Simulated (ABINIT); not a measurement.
TiAl3:

```
CELL_PARAMETERS angstrom
-1.91111 1.91111 4.28067
1.91111 -1.91111 4.28067
1.91111 1.91111 -4.28067
ATOMIC_POSITIONS crystal
Ti 0.00000 0.00000 0.00000
Al 0.25000 0.75000 0.50000
Al 0.75000 0.25000 0.50000
Al 0.50000 0.50000 0.00000
```

The cell comes from a database or a generator and needn't be the stable form of this composition.

```yaml
Program: ABINIT 10.8.3 (patched build)
Task: relaxation of cell and atoms
Functional: PBE
Potentials_or_basis: JTH PAW PBE v2.0
Cutoff: 490 eV
k_mesh: 6 × 6 × 6
Occupations: fermi-dirac, width 0.05 eV
Spin: no spin polarisation
```

At the start: pressure 2.1 GPa; volume 15.63 Å³/atom.

**Question.** Where does the relaxation end?

**Answer.** Over 6 steps the energy falls by 2.0 meV/atom and the volume is 15.94 Å³/atom (+2.0 %); space group I4/mmm (No. 139, to 0.05 Å).

Step by step:
```tsv
step	energy change (eV)	largest force (eV/Å)	pressure (GPa)	volume (Å³)
1	0.0000	0.0000	2.13	62.54
2	-0.0045	0.0000	1.39	62.95
3	-0.0081	0.0000	0.03	63.74
4	-0.0081	0.0000	0.00	63.76
5	-0.0081	0.0000	-0.02	63.77
6	-0.0081	0.0000	-0.01	63.76
```

Final structure:
```
Ti Al
1.0
    -1.92267    1.92267    4.31226
     1.92267   -1.92267    4.31226
     1.92267    1.92267   -4.31226
Ti Al
1 3
Direct
  0.00000 0.00000 0.00000
  0.25000 0.75000 0.50000
  0.75000 0.25000 0.50000
  0.50000 0.50000 0.00000
```

Caveat: the k mesh is coarse (spacing up to 0.39 Å⁻¹), so the values aren't converged.
